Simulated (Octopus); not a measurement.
# BAs (Pm-3m) in Octopus: reference runs

How does BAs come out in PBE? The cell is run as given.

Program: Octopus 16.4. These are calculated values, not measurements. Logs are shortened: lines on timing, memory, paths and dates and some standing lists are left out, and cuts for length are marked.

### 1 The structure

It takes space group Pm-3m (No. 221, cubic). Conventional cell: a = 2.957 Å, b = 2.957 Å, c = 2.957 Å, α = 90.00°, β = 90.00°, γ = 90.00°. B (site symmetry m-3m) has 8 As at 2.56 Å as nearest neighbours. As (site symmetry m-3m) is surrounded by 8 B at 2.56 Å.

The cell was built by a generator and needn't be a form met in nature.

### 2 Single point, PBE

inp reads:

```
CalculationMode = gs
UnitsOutput = eV_Angstrom
PeriodicDimensions = 3
ExperimentalFeatures = yes
PseudopotentialSet = pseudodojo_pbe
%LatticeParameters
 1*angstrom | 1*angstrom | 1*angstrom
%
%LatticeVectors
 2.95701033 | 0 | 0
 0 | 2.95701033 | 0
 0 | 0 | 2.95701033
%
%ReducedCoordinates
 "B" | 0.5 | 0.5 | 0.5
 "As" | 0 | 0 | 0
%
%Spacing
 0.11828041*angstrom | 0.11828041*angstrom | 0.11828041*angstrom
%
DerivativesOrder = 8
%KPointsGrid
 9 | 9 | 9
%
KPointsUseSymmetries = yes
XCFunctional = gga_x_pbe + gga_c_pbe
SmearingFunction = fermi_dirac
Smearing = 0.05*eV
ExtraStates = 6
Eigensolver = chebyshev_filter
ConvRelDens = 3e-7
MaximumIter = 120
```

Potentials or basis: pseudodojo_pbe (PseudoDojo 0.5, PBE).

Command:

```sh
$ OMP_NUM_THREADS=1 octopus > out.log
```

out.log:

```text
Running octopus

[... 13 lines left out ...]

Input: [AllElectronType = no]
Input: [PseudopotentialSet = pseudodojo_pbe]
Reading Coordinates from ReducedCoordinates block

****************************** Species *******************************
  Species 'B'
    type             : pseudopotential
    file             : 'B.upf'
    file format      : UPF2
    valence charge   : 3.0
    atomic number    :   5
    form on file     : kleinman-bylander
    lmax             : 1
    llocal           : -1
    projectors per l : 2
    total projectors : 4
    application form : kleinman-bylander
    orbitals         :  4
    bound orbitals   :  4

  Species 'As'
    type             : pseudopotential
    file             : 'As.upf'
    file format      : UPF2
    valence charge   : 15.0
    atomic number    :  33
    form on file     : kleinman-bylander
    lmax             : 2
    llocal           : -1
    projectors per l : 2
    total projectors : 6
    application form : kleinman-bylander
    orbitals         :  9
    bound orbitals   :  9

**********************************************************************

***************************** Symmetries *****************************
Space group No.  221
International: Pm-3m
Schoenflies: Oh^1
Info: The system has    48 symmorphic symmetries that can be used.
  Index                Rotation matrix                      Fractional translations
    1 :     1   0   0     0   1   0     0   0   1      0.000000    0.000000    0.000000
[... 263 lines left out ...]

** Warning:
**   Symmetrization discrepancy ratio (scalar) =  1.05617E-02

*********************** SCF CYCLE ITER #    1 ************************
 etot  = -2.94048645E+03 abs_ev   =  1.62E+02 rel_ev   =  5.40E-01
 ediff =        1.08E+02 abs_dens =  7.72E-01 rel_dens =  4.29E-02
Matrix vector products: 875
Converged eigenvectors: 0

#  State  KPoint  Eigenvalue [eV]  Occupation    Error
      1       1      -29.770728    2.000000   ( 4.0E-04)
      2       1      -29.770725    2.000000   ( 5.8E-04)
      1       2      -29.770521    2.000000   ( 4.2E-04)
      1       5      -29.769991    2.000000   ( 7.6E-04)
      1       9      -29.769382    2.000000   ( 1.2E-03)
      1      16      -29.768981    2.000000   ( 1.5E-03)
      1       3      -29.768074    2.000000   ( 4.8E-04)
      1       6      -29.766713    2.000000   ( 7.3E-04)
[... 23 lines left out ...]
     15      10       29.119503    0.000000   ( 1.5E-01)
     15       6       29.176376    0.000000   ( 1.6E-01)
     15       4       29.423134    0.000000   ( 1.2E-01)
     15      13       29.487775    0.000000   ( 1.1E-01)
     15      32       29.491771    0.000000   ( 1.8E-01)
     15      35       29.643779    0.000000   ( 2.0E-01)
     15       1       29.668164    0.000000   ( 9.4E-02)
     15      28       30.564279    0.000000   ( 1.0E-01)

Density of states:

%---------------------------------------------------------------------
%---------------------------------------------------------------------
%---------------------------------------------------------------------
%---------------------------------------------------------------------
%---------------------------------------------------------------------
%---------------------------------------------------------------------
%---------------------------------------------------------------------
%---------------------------------------------------------------------
%---------------------------------------------------------------------
%--------------------------------%-%-%%-%-%%%%%%%%--------%%------%---
                                        ^

Fermi energy =     5.601636 eV

**********************************************************************

*********************** SCF CYCLE ITER #    2 ************************
 etot  = -2.95737235E+03 abs_ev   =  7.17E+00 rel_ev   =  2.34E-02
 ediff =        6.21E-01 abs_dens =  4.00E-01 rel_dens =  2.22E-02
Matrix vector products: 875
Converged eigenvectors: 0
[... 163 lines left out ...]
*********************** SCF CYCLE ITER #   16 ************************
 etot  = -2.96317664E+03 abs_ev   =  1.83E-05 rel_ev   =  5.88E-08
 ediff =        1.28E-06 abs_dens =  1.66E-06 rel_dens =  9.20E-08
Matrix vector products: 875
Converged eigenvectors: 126

#  State  KPoint  Eigenvalue [eV]  Occupation    Error
      1       1      -30.792274    2.000000   ( 3.3E-08)
      2       1      -30.792274    2.000000   ( 3.3E-08)
      1       2      -30.792086    2.000000   ( 3.4E-08)
      1       5      -30.791609    2.000000   ( 2.3E-08)
      1       9      -30.791067    2.000000   ( 2.4E-08)
      1      16      -30.790713    2.000000   ( 3.0E-08)
      1       3      -30.789765    2.000000   ( 3.3E-08)
      1       6      -30.788493    2.000000   ( 3.1E-08)
[... 23 lines left out ...]
     15      24       22.193349    0.000000   ( 1.6E-02)
     15      33       22.737185    0.000000   ( 2.7E-02)
     15      28       22.832575    0.000000   ( 1.1E-02)
     15      32       22.950244    0.000000   ( 5.6E-03)
     14      34       23.084610    0.000000   ( 3.1E-03)
     15      34       23.819499    0.000000   ( 3.5E-03)
     14      35       24.338911    0.000000   ( 1.5E-03)
     15      35       24.661148    0.000000   ( 2.5E-03)

Density of states:

%---------------------------------------------------------------------
%---------------------------------------------------------------------
%---------------------------------------------------------------------
%---------------------------------------------------------------------
%---------------------------------------------------------------------
%---------------------------------------------------------------------
%---------------------------------------------------------------------
%---------------------------------------------------------------------
%---------------------------------------------------------------------
%------------------------------------%-%-%%%%%-%%%%%%%%-------%%------
                                             ^

Fermi energy =     5.430473 eV

**********************************************************************

Info: SCF converged in   16 iterations

** Warning:
**   Some of the states are not fully converged!

Info: Number of matrix-vector products:      14000
Info: Finished writing information to 'restart/gs'.

Octopus emitted 20 warnings.
```

Wall time 2.5 min (1 thread of Arm Neoverse V2, shared host); peak memory 0.52 GiB.

Results:

```yaml
Free_energy: -2963.1870 eV
Band_gap_on_the_k_mesh: none (metal or under the smearing width)
```
